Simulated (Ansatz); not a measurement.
An Ansatz (a quantum-chemistry and plane-wave program) run: GeO2 with a change (pressure 1.8 GPa); PBE, PAW, 420 eV (Ansatz; no SOC), earlier PAW set.

Input:

Ansatz 0.2 input:
```yaml
crystal:
  lattice:
    - [5.0925328043, 0, 0]
    - [-2.5462664022, 4.4102627782, 0]
    - [0, 0, 5.7685786181]
  atoms:
    - { symbol: Ge, position: [0.4556033036, 0, 0.8333333333] }
    - { symbol: Ge, position: [0, 0.4556033036, 0.1666666667] }
    - { symbol: Ge, position: [0.5443966964, 0.5443966964, 0.5] }
    - { symbol: O, position: [0.3972353739, 0.2982654065, 0.7419659659] }
    - { symbol: O, position: [0.7017345935, 0.0989699674, 0.0752992992] }
    - { symbol: O, position: [0.9010300326, 0.6027646261, 0.4086326326] }
    - { symbol: O, position: [0.0989699674, 0.7017345935, 0.9247007008] }
    - { symbol: O, position: [0.2982654065, 0.3972353739, 0.2580340341] }
    - { symbol: O, position: [0.6027646261, 0.9010300326, 0.5913673674] }
basis: { ecutwfc: 420, ecutrho_ratio: 4, xc_grid: 2, fft_grid_basis: typed }
kpoints: { mp_grid: { grid: [8, 8, 6] } }
hamiltonian:
  xc: pbe
  dispersion: none
  pseudopotentials: { azcp: { folder: ./paw }, kind: paw }
scf: { occupations: { method: fermi_dirac, width: 0.05 } }
relax: { f_tol: 0.01, max_steps: 60, cell: { stress_tol: 0.02, p_target: 1.8 } }
output: { forces: true, stress: true }
checkpoint: { write: state.ck, write_every: 1000 }
```

Output (explanatory and most iteration lines left out):

```
Relaxation: its limit of steps is 60 (relax.max_steps)
Pseudopotential: Ge, paw, valence charge 14
Pseudopotential: O, paw, valence charge 6
Crystal: 9 atoms, lattice volume = 129.559 Å³
Basis set: ecut = 420 eV, 2557 PW (Γ), exchange–correlation on 72×72×80 points (8 copies of the dense FFT grid, shifted against one another)
Bands: 48, of which v1, the nominal top of the filled ones, is band 39 counted from 1 (38 counted from 0)
Symmetry: 6 space group operations
Space group: P3121 (ITA 152), of the structure as read, at distance tolerance 5.1e-5 Å
k-points: 50 of 384 (time reversal used)
Functional: x = pbe(κ = 0.804, μ = 0.2195149727645171), c = pbe(β = 0.06672455060314922)
SCF iter   1: F=—  HF=-16291.206340 eV  |F-HF|=—  |Δ(HF+E_count)|=         —  Δρ=9.72e-2  dr2=7.74e0  ethr=3.10e-3  ⟨swp⟩=6.0  Hψ=8985  notcnv=0  defer=9
SCF iter   2: F=—  HF=-16289.276474 eV  |F-HF|=—  |Δ(HF+E_count)|=    1.93e0  Δρ=4.34e-2  dr2=1.05e0  ethr=3.10e-3  ⟨swp⟩=3.4  Hψ=4947  notcnv=0  defer=150
SCF 1 converged in 8 iterations: F = -16289.054109 eV  dr2 = 6.46e-8
relax step   1: F+E_penalty+E_count = -16289.05410855 eV  Δ(F+E_penalty+E_count) = +0.000e0 eV  max|allowed force component| = 2.859e-4 eV/Å  Δτ_max = 0.0000 Å  P = +0.001 GPa  Ω = 129.559 Å³  (8 SCF iters, dr2 threshold 1.00e-7 eV, accepted)
[... steps on the carried basis left out ...]
relax step   8: F+E_penalty+E_count = -16289.02287832 eV  Δ(F+E_penalty+E_count) = +1.213e-3 eV  max|allowed force component| = 1.524e-3 eV/Å  Δτ_max = 0.0000 Å  P = +1.790 GPa  Ω = 123.793 Å³  stress off target by 1.33e-2 GPa  SCF on the basis re-selected at this cell (its energy is not comparable with the rows above)  (6 SCF iters)
SCF converged after 6 iterations
Free energy (F): -16289.022878 eV
Internal energy: -16289.022878 eV  (E = F + TS)
E sigma→0 (E₀):  -16289.022878 eV
Fermi energy:    5.380512 eV
--- Forces (eV/Å), atoms counted from 1 ---
  atom   1  Ge     0.00152393     0.00000000    -0.00000000
  atom   2  Ge    -0.00076196     0.00131976     0.00000000
  atom   3  Ge    -0.00076196    -0.00131976     0.00000000
  atom   4  O     -0.00053873     0.00083770    -0.00114080
  atom   5  O     -0.00045611    -0.00088541    -0.00114080
  atom   6  O      0.00099484     0.00004770    -0.00114080
  atom   7  O     -0.00053873    -0.00083770     0.00114080
  atom   8  O      0.00099484    -0.00004770     0.00114080
  atom   9  O     -0.00045611     0.00088541     0.00114080
--- Stress (GPa, compression-positive) ---
        1.792029       0.000000      -0.000000
        0.000000       1.792029       0.000000
       -0.000000       0.000000       1.786706
  P = ⅓ Tr σ = 1.7903 GPa (17.903 kbar)
--- Relaxed structure (6 steps of the walk, 5 accepted, 2 SCFs on fresh bases) ---
  cell:  # Å, volume = 123.7933 Å³
    - [4.997679332537457, 2.8329820195069012e-11, -4.908841809070848e-29]
    - [-2.498839666293263, 4.32811726193173, 1.9557659662926312e-33]
    - [-5.56002878065562e-29, -3.210287672051016e-29, 5.723078405513167]
  atoms:
    - { symbol: Ge, position: [0.4499638347842934, 3.202903472654489e-20, 0.8333333333333331] }
    - { symbol: Ge, position: [-5.5511151231255356e-17, 0.4499638347842933, 0.16666666666666666] }
    - { symbol: Ge, position: [0.5500361652157066, 0.5500361652157066, 0.49999999999999994] }
    - { symbol: O, position: [0.3920831512519078, 0.3060104179355445, 0.7463725313167047] }
    - { symbol: O, position: [0.6939895820644554, 0.08607273331636325, 0.07970586465003805] }
    - { symbol: O, position: [0.9139272666836367, 0.607916848748092, 0.4130391979833713] }
    - { symbol: O, position: [0.08607273331636328, 0.6939895820644554, 0.9202941353499617] }
    - { symbol: O, position: [0.3060104179355446, 0.3920831512519078, 0.2536274686832952] }
    - { symbol: O, position: [0.6079168487480922, 0.9139272666836364, 0.5869608020166286] }
```

Load acts through the strain it causes; cell and atoms are relaxed under it. Whether these cells are dynamically stable was not tested. The cell was made from GeO2 (space group P3_121, No. 152) by this change: pressure 1.8 GPa.
